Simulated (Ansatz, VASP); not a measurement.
## One calculation of SbSe2, two programs

File INCAR:

```
  PREC = Accurate
  ENCUT = 520
  EDIFF = 1E-6
  ISMEAR = 0
  SIGMA = 0.1
  LREAL = F
  LASPH = T
  NELM = 80
  ALGO = Normal
  ISIF = 2
  LWAVE = F
  LCHARG = F
  GGA = PE
  NBANDS = 26
```

KPOINTS

```
regular mesh
0
Gamma
  4 4 4
```

POSCAR

```
SbSe2
1.0
    0.0000000000      4.1394541900      4.1394541900
    4.1394541900      0.0000000000      4.1394541900
    4.1394541900      4.1394541900      0.0000000000
Sb Se
2 4
Direct
    0.5000000000      0.5000000000      0.5000000000
    0.7500000000      0.7500000000      0.7500000000
    0.1250000000      0.1250000000      0.1250000000
    0.6250000000      0.1250000000      0.1250000000
    0.1250000000      0.1250000000      0.6250000000
    0.1250000000      0.6250000000      0.1250000000
```

Input for Ansatz:

```yaml
crystal:
  lattice:
    - [0.0, 4.13945419, 4.13945419]
    - [4.13945419, 0.0, 4.13945419]
    - [4.13945419, 4.13945419, 0.0]
  atoms:
    - { symbol: Sb, position: [0.5, 0.5, 0.5] }
    - { symbol: Sb, position: [0.75, 0.75, 0.75] }
    - { symbol: Se, position: [0.125, 0.125, 0.125] }
    - { symbol: Se, position: [0.625, 0.125, 0.125] }
    - { symbol: Se, position: [0.125, 0.125, 0.625] }
    - { symbol: Se, position: [0.125, 0.625, 0.125] }
basis:
  ecutwfc: 420
kpoints:
  mp_grid: { grid: [4, 4, 4] }
hamiltonian:
  xc: pbe
scf:
  occupations: { method: gaussian, width: 0.1 }
  lower_state_search: "off"
output:
  forces: true
  stress: true
  eigenvalues: true
```

Change from the starting cell: species swapped into the GdS2 type (Fd-3m, No. 227).

Alike in both runs: task single point; functional PBE; k mesh 4 × 4 × 4; occupations gaussian, width 0.1 eV; no spin polarisation.

|  | VASP | Ansatz |
| --- | --- | --- |
| version | VASP 6.6.1 | Ansatz 0.2.0 |
| potentials or method | VASP PAW PBE potentials, release 64 (Sb, Se) | scalar-relativistic, plane waves, PAW |
| plane-wave cutoff (eV) | 520 | 420 |
| valence electrons in the cell | 34 | 94 |

|  | VASP | Ansatz | Ansatz less VASP |
| --- | --- | --- | --- |
| gap on the k mesh at the Fermi level (eV) | none | none | - |
| pressure (GPa) | 0.1 | 0.1 | +0.09 |

A gap of «none» marks a metal or a gap that the smearing closes. The two sets of potentials don't hold the same shells in valence.

The runs have no spin-orbit coupling, so splittings on Sb are missing.
